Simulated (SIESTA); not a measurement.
Crystal: NiO.

```xyz
2
Lattice="0.0000 2.0859 2.0859 2.0859 0.0000 2.0859 2.0859 2.0859 0.0000" Properties=species:S:1:pos:R:3 pbc="T T T"
Ni    0.0000    0.0000    0.0000
O     2.0859    2.0859    2.0859
```

Base run:

- Program: SIESTA 5.4.2
- Functional: PBE
- Potentials or basis: PseudoDojo 0.4 standard (PBE files)
- Basis: DZP (energy shift 0.003 Ry; two zetas on semicore shells)
- Grid cutoff: 800 Ry
- Energy shift: 0.003 Ry
- k mesh: 8 × 8 × 8
- Occupations: fermi-dirac, width 0.05 eV
- Spin: collinear spin, ferromagnetic start
- Starting moments: [1.0, 0.0] μB
- Hubbard terms: Ni d U = 6 eV

Its results: band gap on the k mesh 2.36 eV, indirect (least direct gap 3.24 eV); pressure 15.1 GPa; net moment 2.00 μB per cell; site moments Ni +1.79; O +0.21 μB.

Problem. The run is repeated on the same cell with these changes: hubbard terms from Ni d U = 6 eV to Ni d U = 2 eV. What comes out?

Solution. Band gap on the k mesh 0.35 eV, indirect (least direct gap 1.34 eV); pressure 11.1 GPa; net moment 2.00 μB per cell; site moments Ni +1.67; O +0.33 μB.

Caveats: short orbitals over semicore shells can move pressures by several GPa; the basis of atomic orbitals isn't converged, which shifts pressures, moduli and gaps; a cell with one magnetic atom can't hold antiferromagnetic order, which such compounds often take.

A k mesh can miss the band edges.
